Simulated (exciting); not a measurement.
# Ru (P6_3/mmc) in exciting: settings compared

One crystal, Ru, is run at these levels: LDA, PBE; tasks: single point.

Program: exciting (release sodium). These are calculated values, not measurements. Logs are shortened: lines on timing, memory, paths and dates and some standing lists are left out, and cuts for length are marked.

### 1 Starting point

The structure is hexagonal, space group P6_3/mmc (No. 194). Conventional cell: a = 2.706 Å, b = 2.706 Å, c = 4.282 Å, α = 90.00°, β = 90.00°, γ = 120.00°. Ru (site symmetry -6m2) is surrounded by 12 Ru at 2.65 to 2.71 Å.

### 2 Single point, LDA

Input file run_exciting.py:

```python
import subprocess
import xml.etree.ElementTree as ET
from ase.io import read
from ase.units import Bohr

atoms = read("Ru.cif")
rmt = {'Ru': 2.3}  # bohr
tasks = """
<groundstate do="fromscratch" ngridk="11 11 6" rgkmax="9" gmaxvr="14" lmaxapw="10" lmaxmat="10" lmaxvr="8" xctype="LDA_PW" stype="Fermi Dirac" swidth="0.00367493" nempty="18" ValenceRelativity="iora*" epsengy="1e-05" epspot="1e-05" maxscl="60" tforce="true" outputlevel="normal"/>
<properties>
  <chargedensityplot>
    <plot3d>
      <box grid="14 14 22">
        <origin coord="0 0 0"/>
        <point coord="1 0 0"/>
        <point coord="0 1 0"/>
        <point coord="0 0 1"/>
      </box>
    </plot3d>
  </chargedensityplot>
  <elfplot>
    <plot3d>
      <box grid="14 14 22">
        <origin coord="0 0 0"/>
        <point coord="1 0 0"/>
        <point coord="0 1 0"/>
        <point coord="0 0 1"/>
      </box>
    </plot3d>
  </elfplot>
  <exccplot>
    <plot3d>
      <box grid="14 14 22">
        <origin coord="0 0 0"/>
        <point coord="1 0 0"/>
        <point coord="0 1 0"/>
        <point coord="0 0 1"/>
      </box>
    </plot3d>
  </exccplot>
</properties>
"""

root = ET.Element("input")
ET.SubElement(root, "title").text = "Ru"
structure = ET.SubElement(root, "structure", speciespath="./", tshift="false")
crystal = ET.SubElement(structure, "crystal", scale="1.0")
for vector in atoms.cell / Bohr:
    ET.SubElement(crystal, "basevect").text = " ".join(f"{x:.12f}" for x in vector)
symbols = atoms.get_chemical_symbols()
for element in dict.fromkeys(symbols):
    species = ET.SubElement(structure, "species", speciesfile=element + ".xml", rmt=str(rmt[element]))
    for symbol, position in zip(symbols, atoms.get_scaled_positions(wrap=False)):
        if symbol == element:
            ET.SubElement(species, "atom", coord=" ".join(f"{x:.12f}" for x in position))
root.extend(ET.fromstring("<tasks>" + tasks + "</tasks>"))
ET.indent(root)
ET.ElementTree(root).write("input.xml")
subprocess.run(["exciting_smp"], check=True)
```

Input file Ru.cif:

```cif
data_Ru
_cell_length_a 2.70580000
_cell_length_b 2.70580000
_cell_length_c 4.28190000
_cell_angle_alpha 90.00000000
_cell_angle_beta 90.00000000
_cell_angle_gamma 120.00000000
_space_group_name_H-M_alt 'P1'
_space_group_name_Hall 'P 1'
_space_group_IT_number 1
loop_
_space_group_symop_operation_xyz
'x,y,z'
loop_
_atom_site_label
_atom_site_type_symbol
_atom_site_symmetry_multiplicity
_atom_site_Wyckoff_symbol
_atom_site_fract_x
_atom_site_fract_y
_atom_site_fract_z
_atom_site_occupancy
Ru1 Ru 1 a 0.6666666667 0.3333333333 0.7500000000 1
Ru2 Ru 1 a 0.3333333333 0.6666666667 0.2500000000 1
```

Potentials or basis: all-electron LAPW+lo, shipped species files, valence relativity iora*.

Started as:

```bash
$ OMP_NUM_THREADS=1 python run_exciting.py
```

Output:

```text
================================================================================
EXCITING SODIUM started
[... 10 lines left out ...]

 Lattice vectors (cartesian) :
      5.1132209513      0.0000000000      0.0000000000
     -2.5566104756      4.4281792390      0.0000000000
      0.0000000000      0.0000000000      8.0916182982

 Reciprocal lattice vectors (cartesian) :
      1.2288116174      0.7094547181     -0.0000000000
      0.0000000000      1.4189094362      0.0000000000
      0.0000000000     -0.0000000000      0.7765054005

 Unit cell volume                           :     183.2125161113
 Brillouin zone volume                      :       1.3538933841

 Species :    1 (Ru)
     parameters loaded from                 :    Ru.xml
     name                                   :    ruthenium
     nuclear charge                         :     -44.00000000
     electronic charge                      :      44.00000000
     atomic mass                            :  184239.33920000
     muffin-tin radius                      :       2.30000000
     # of radial points in muffin-tin       :     400

     atomic positions (lattice) :
       1 :   0.66666667  0.33333333  0.75000000
       2 :   0.33333333  0.66666667  0.25000000

 Total number of atoms per unit cell        :       2

 Spin treatment                             :    spin-unpolarised

 Number of Bravais lattice symmetries       :      24
 Number of crystal symmetries               :      12

 k-point grid                               :      11   11    6
 Total number of k-points                   :      84
 k-point set is reduced with crystal symmetries

 R^MT_min * |G+k|_max (rgkmax)              :       9.00000000
 Species with R^MT_min                      :       1 (Ru)
 Maximum |G+k| for APW functions            :       3.91304348
 Maximum |G| for potential and density      :      14.00000000

 G-vector grid sizes                        :      24    24    40
 Total number of G-vectors                  :    8497

 Maximum angular momentum used for
     APW functions                          :      10
     computing H and O matrix elements      :      10
     potential and density                  :       8
     inner part of muffin-tin               :       2

 Total nuclear charge                       :     -88.00000000
 Total electronic charge                    :      88.00000000
 Total core charge                          :      56.00000000
 Total valence charge                       :      32.00000000

 Number of empty states                     :      18
 Total number of valence states             :      35

 Maximum Hamiltonian size                   :     222
 Maximum number of plane-waves              :     196
 Total number of local-orbitals             :      26

 Exchange-correlation type                  :       3
     Perdew-Wang, Phys. Rev. B 45, 13244 (1992)

 Smearing scheme                            :    Fermi-Dirac
 Smearing width                             :       0.00367493

 Using multisecant Broyden potential mixing
[... 16 lines left out ...]
+ SCF iteration number :    1                                                  +
++++++++++++++++++++++++++++++++++++++++++++++++++++++++++++++++++++++++++++++++
 Total energy                               :     -9032.31953683
 _______________________________________________________________
 Fermi energy                               :         0.54377604
 Kinetic energy                             :      9430.53551925
 Coulomb energy                             :    -18204.75557424
 Exchange energy                            :      -249.84294870
 Correlation energy                         :        -8.25653314

 DOS at Fermi energy (states/Ha/cell)       :        48.70334817

 Electron charges :
     core                                   :        56.00000000
     core leakage                           :         0.00000105
     valence                                :        32.00000000
     interstitial                           :         4.31763296
     charge in muffin-tin spheres :
                  atom     1    Ru          :        41.84118352
                  atom     2    Ru          :        41.84118352
     total charge in muffin-tins            :        83.68236704
     total charge                           :        88.00000000

++++++++++++++++++++++++++++++++++++++++++++++++++++++++++++++++++++++++++++++++
+ SCF iteration number :    2                                                  +
++++++++++++++++++++++++++++++++++++++++++++++++++++++++++++++++++++++++++++++++
 Total energy                               :     -9046.65830551
 _______________________________________________________________
 Fermi energy                               :         0.52014809
 Kinetic energy                             :      9422.94082113
 Coulomb energy                             :    -18211.11322834
 Exchange energy                            :      -250.21930523
 Correlation energy                         :        -8.26659306

 DOS at Fermi energy (states/Ha/cell)       :        49.32309969

 Electron charges :
     core                                   :        56.00000000
     core leakage                           :         0.00000100
     valence                                :        32.00000000
     interstitial                           :         4.06827383
     charge in muffin-tin spheres :
                  atom     1    Ru          :        41.96586308
                  atom     2    Ru          :        41.96586308
     total charge in muffin-tins            :        83.93172617
     total charge                           :        88.00000000
[... 267 lines left out ...]
++++++++++++++++++++++++++++++++++++++++++++++++++++++++++++++++++++++++++++++++
+ SCF iteration number :   12                                                  +
++++++++++++++++++++++++++++++++++++++++++++++++++++++++++++++++++++++++++++++++
 Total energy                               :     -9054.87385681
 _______________________________________________________________
 Fermi energy                               :         0.49903008
 Kinetic energy                             :      9417.75296543
 Coulomb energy                             :    -18213.90577683
 Exchange energy                            :      -250.44737967
 Correlation energy                         :        -8.27366573

 DOS at Fermi energy (states/Ha/cell)       :        50.42975976

 Electron charges :
     core                                   :        56.00000000
     core leakage                           :         0.00000098
     valence                                :        32.00000000
     interstitial                           :         3.87067794
     charge in muffin-tin spheres :
                  atom     1    Ru          :        42.06466103
                  atom     2    Ru          :        42.06466103
     total charge in muffin-tins            :        84.12932206
     total charge                           :        88.00000000

 RMS change in effective potential (target) :  0.152884E-08  ( 0.100000E-04)
 Absolute change in total energy   (target) :  0.141579E-06  ( 0.100000E-04)
 Charge distance                   (target) :  0.888302E-09  ( 0.100000E-04)
 Abs. change in max-nonIBS-force   (target) :  0.183875E-07  ( 0.500000E-04)

++++++++++++++++++++++++++++++++++++++++++++++++++++++++++++++++++++++++++++++++
| Convergency criteria checked for the last 2 iterations                       +
| Convergence targets achieved. Performing final SCF iteration                 +
++++++++++++++++++++++++++++++++++++++++++++++++++++++++++++++++++++++++++++++++
 Total energy                               :     -9054.87385672
 _______________________________________________________________
 Fermi energy                               :         0.49903008
 Kinetic energy                             :      9417.75296545
 Coulomb energy                             :    -18213.90577676
 Exchange energy                            :      -250.44737967
 Correlation energy                         :        -8.27366573

 DOS at Fermi energy (states/Ha/cell)       :        50.42975938

 Electron charges :
     core                                   :        56.00000000
     core leakage                           :         0.00000098
     valence                                :        32.00000000
     interstitial                           :         3.87067794
     charge in muffin-tin spheres :
                  atom     1    Ru          :        42.06466103
                  atom     2    Ru          :        42.06466103
     total charge in muffin-tins            :        84.12932206
     total charge                           :        88.00000000

++++++++++++++++++++++++++++++++++++++++++++++++++++++++++++++++++++++++++++++++
+ Self-consistent loop stopped                                                 +
++++++++++++++++++++++++++++++++++++++++++++++++++++++++++++++++++++++++++++++++
 STATE.OUT is written

--------------------------------------------------------------------------------
- Writing atomic positions and forces                                          -
--------------------------------------------------------------------------------

 Atomic positions (lattice) :
 atom     1  Ru  :     0.66666667    0.33333333    0.75000000
 atom     2  Ru  :     0.33333333    0.66666667    0.25000000

 Total atomic forces including IBS (cartesian) :
 atom     1  Ru  :     0.00000000    0.00000000    0.00000218
 atom     2  Ru  :    -0.00000000    0.00000000   -0.00000218

 Atomic force components including IBS (cartesian) :
 atom     1  Ru  :     0.00000000   -0.00000000    0.00000819   HF force
                 :     0.00000000    0.00000000   -0.00000473   core correction
                 :     0.00000000   -0.00000000   -0.00000128   IBS correction
 atom     2  Ru  :     0.00000000    0.00000000   -0.00000819   HF force
                 :     0.00000000   -0.00000000    0.00000473   core correction
                 :    -0.00000000    0.00000000    0.00000128   IBS correction

********************************************************************************
[... 7 lines left out ...]
| EXCITING SODIUM stopped                                                      =
================================================================================
```

Wall time 2.3 min (1 thread of Arm Neoverse V1, shared host); peak memory 0.12 GiB.

What came out:

* Free energy: -246395.7300 eV
* Band gap on the k mesh: none (metal or under the smearing width)
* All electrons inside the program's atomic spheres: Ru 42.06 (radii Ru 2.3 bohr)
* Density of states at the Fermi level: 1.85 states/eV per cell

Caveat: the log's total energy holds no entropy term; the free energy is that total less TS from the occupations.

(Continued in part 2 of 2.)
